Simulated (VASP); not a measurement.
Wanted: the native input for a VASP 6.6.1 run.

```yaml
Task: relaxation of cell and atoms
Functional: PBE
Potentials_or_basis: VASP PAW PBE potentials, release 54 (Te, Sn_d)
Cutoff: 600 eV
k_mesh: 7 × 7 × 7
Occupations: fermi-dirac, width 0.05 eV
Spin: no spin polarisation
Further_INCAR_settings: ALGO = Normal; EDIFF = 1e-07; IBRION = 2; EDIFFG = -0.01; NSW = 40; ISIF = 3
```

The structure of SnTe lies in POSCAR:

```
SnTe
1.0
    0.0000000000      3.1508500000      3.1508500000
    3.1508500000      0.0000000000      3.1508500000
    3.1508500000      3.1508500000      0.0000000000
Te Sn
1 1
Direct
    0.5000000000      0.5000000000      0.5000000000
    0.0000000000      0.0000000000      0.0000000000
```

These files were run (other wordings do the same):

INCAR

```
SYSTEM = SnTe
PREC = Accurate ; ENCUT = 600
EDIFF = 1E-7 ; ISMEAR = -1
SIGMA = 0.05 ; LREAL = .False.
LASPH = .True. ; NELM = 100
ALGO = Normal ; ISIF = 3
LWAVE = .False. ; LCHARG = .False.
GGA = PE ; IBRION = 2
NSW = 40 ; EDIFFG = -0.01
```

KPOINTS

```
Automatic mesh
0
Gamma
  7 7 7
  0 0 0
```

Potentials or basis: VASP PAW PBE potentials, release 54 (Te, Sn_d).

Run with:

```sh
$ cat potpaw_PBE.54/Te/POTCAR potpaw_PBE.54/Sn_d/POTCAR > POTCAR
$ mpirun -np 1 vasp_std > vasp.out
```

It gave:

```yaml
Relaxed_volume: 32.86 Å³/atom
Relaxed_cell: a = 4.530 Å, b = 4.530 Å, c = 4.530 Å, α = 60.00°, β = 60.00°, γ = 60.00°
Space_group_after_relaxing_to_0.05_Å: Fm-3m (No. 225)
Energy_gained_by_relaxing: 10.5 meV/atom
Ionic_steps: 3
Pressure_after_relaxing: 0.0 GPa
```

It took 22 s on 1 thread of Intel(R) Xeon(R) 6975P-C (Granite Rapids), on a shared host, peak memory 0.22 GiB.
